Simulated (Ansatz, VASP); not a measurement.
Given: the input of a run of VASP 6.6.1 on HgTe (Coloradoite).

File INCAR:

```
SYSTEM = HgTe
PREC = Accurate
ENCUT = 600
EDIFF = 1E-6
ISMEAR = -1
SIGMA = 0.05
LREAL = .FALSE.
LASPH = .TRUE.
NELM = 60
ALGO = Normal
ISIF = 3
LWAVE = .FALSE.
LCHARG = .FALSE.
GGA = RE
IVDW = 12
IBRION = 2
NSW = 80
EDIFFG = -0.02
```

Contents of KPOINTS:

```
regular mesh
0
G
  7 7 7
  0 0 0
```

POSCAR

```
HgTe
1.0
    0.0000000000      3.2145000000      3.2145000000
    3.2145000000      0.0000000000      3.2145000000
    3.2145000000      3.2145000000      0.0000000000
Hg Te
1 1
Direct
    0.0000000000      0.0000000000      0.0000000000
    0.7500000000      0.7500000000      0.7500000000
```

Potentials or basis: VASP PAW PBE potentials, release 64 (Hg, Te).

The run is started by

```sh
$ cat potpaw_PBE.64/Hg/POTCAR potpaw_PBE.64/Te/POTCAR > POTCAR
$ mpirun -np 1 vasp_std > vasp.out
```

Set up the same calculation for Ansatz 0.2.0. Potentials there: all-electron LAPW, scalar-relativistic.

As run (the cutoff follows the program's own potentials):

input.yaml

```yaml
crystal:
  lattice:
    - [0.0, 3.2145, 3.2145]
    - [3.2145, 0.0, 3.2145]
    - [3.2145, 3.2145, 0.0]
  atoms:
    - { symbol: Hg, position: [0.0, 0.0, 0.0] }
    - { symbol: Te, position: [0.75, 0.75, 0.75] }
kpoints:
  mp_grid: { grid: [7, 7, 7] }
scf:
  occupations: { method: fermi_dirac, width: 0.05 }
hamiltonian:
  xc: revpbe
  dispersion: d3bj
  pseudopotentials: { kind: all_electron, lapw: { basis_error: 0.001 } }
output:
  forces: true
  stress: true
relax:
  f_tol: 0.02
  max_steps: 60
  cell: {}
```

Potentials or basis: all-electron LAPW, scalar-relativistic.

Command:

```bash
$ ansatz run input.yaml --threads 1 --pin off --max-ram 3072MiB --backend cpu --events-out ev --progress --plain --runs-dir out
```

Both were run:

|  | VASP | Ansatz | Ansatz less VASP |
| --- | --- | --- | --- |
| relaxed volume (Å³/atom) | 34.65 | 34.60 | -0.057 |
| relaxed cell length with the largest relative difference (Å) | 4.611 | 4.608 | -0.0025 |
| energy change over the relaxation (meV/atom) | -8 | -8 | +0.7 |

Ansatz ran all-electron here, so the differences hold the error of VASP's frozen core and of both bases.

Caveats: the PAW data sets were made with another functional, which shifts forces and pressure a little (VASP); pairwise dispersion overbinds metals, which lowers pressure and volume (VASP). Zero-point motion and thermal expansion aren't in these numbers. Spin-orbit coupling is left out, which matters for the levels of Hg, Te.
